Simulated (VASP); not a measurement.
Here is a VASP 6.6.1 calculation.

INCAR

```
PREC = Accurate ; ENCUT = 520
EDIFF = 1E-7 ; ISMEAR = 0
SIGMA = 0.05 ; LREAL = False
LASPH = True ; NELM = 100
ALGO = Fast ; ISIF = 2
LWAVE = False ; LCHARG = False
GGA = PS ; NBANDS = 20
```

KPOINTS

```
regular mesh
0
Gamma
  12 12 12
```

Contents of POSCAR:

```
SnO2
1.0
    1.6170930752      0.9336291223      5.0166192503
   -1.6170930752      0.9336291223      5.0166192503
    0.0000000000     -1.8672582446      5.0166192503
Sn O
1 2
Direct
    0.5000000000      0.5000000000      0.5000000000
    0.2371700000      0.2371700000      0.2371700000
    0.7628300000      0.7628300000      0.7628300000
```

Potentials or basis: VASP PAW PBE potentials, release 64 (Sn_d, O).

Run with:

```bash
$ cat potpaw_PBE.64/Sn_d/POTCAR potpaw_PBE.64/O/POTCAR > POTCAR
$ mpirun -np 1 vasp_std > vasp.out
```

What does it give for the pressure?

-7.7 GPa.

Predict the largest force.

0.904 eV/Å.

Estimate the band gap on the k mesh.

1.88 eV, indirect (least direct gap 2.00 eV).

Stress tensor (GPa, compression positive):
```
-7.77  0.00  0.00
 0.00 -7.77  0.00
 0.00  0.00 -7.60
```

Caveat: the PAW data sets were made with another functional, which shifts forces and pressure a little; spin-orbit coupling is left out, which moves the levels of the heavy elements. A k mesh can miss the band edges.
